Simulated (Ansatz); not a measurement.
Sb2Se3 built on the tetradymite prototype was relaxed with 3 functionals in Ansatz, cell and atoms free, the symmetry of the start kept (meshes: PBE-D3(BJ) 8×8×8, r2SCAN+rVV10 6×6×6, PBE-D4 6×6×6). The structure was generated, not taken from experiment, and needn't be the ground state; spin polarisation is off.

The r2SCAN+rVV10 result:
```xyz
5
Lattice="2.0132 1.1623 9.6638 -2.0132 1.1623 9.6638 0.0000 -2.3246 9.6638" Properties=species:S:1:pos:R:3 pbc="T T T"
Sb    0.0000    0.0000   11.5390
Sb    0.0000    0.0000   17.4525
Se    0.0000    0.0000    6.2414
Se    0.0000    0.0000   22.7500
Se    0.0000    0.0000    0.0000
```

Space group R-3m (No. 166), trigonal; conventional cell a = 4.026 Å, c = 28.991 Å, 27.14 Å³ an atom. Around Sb lie 6 Se at 2.79–2.99 Å; around Se lie 3 Sb at 2.79 Å; around Se lie 6 Sb at 2.99 Å.

(1) What lattice does PBE-D4 give?

(2) What lattice does PBE-D3(BJ) give?

Results:

(1) a = 4.023 Å, c = 28.062 Å; the volume differs by -3.4 % from r2SCAN+rVV10's. Around Sb lie 6 Se at 2.80–2.98 Å; around Se lie 3 Sb at 2.80 Å; around Se lie 6 Sb at 2.98 Å.

(2) a = 4.026 Å, c = 28.060 Å; the volume differs by -3.3 % from r2SCAN+rVV10's. Sb has 6 Se at 2.80–2.98 Å; Se has 3 Sb at 2.80 Å; Se has 6 Sb at 2.98 Å.
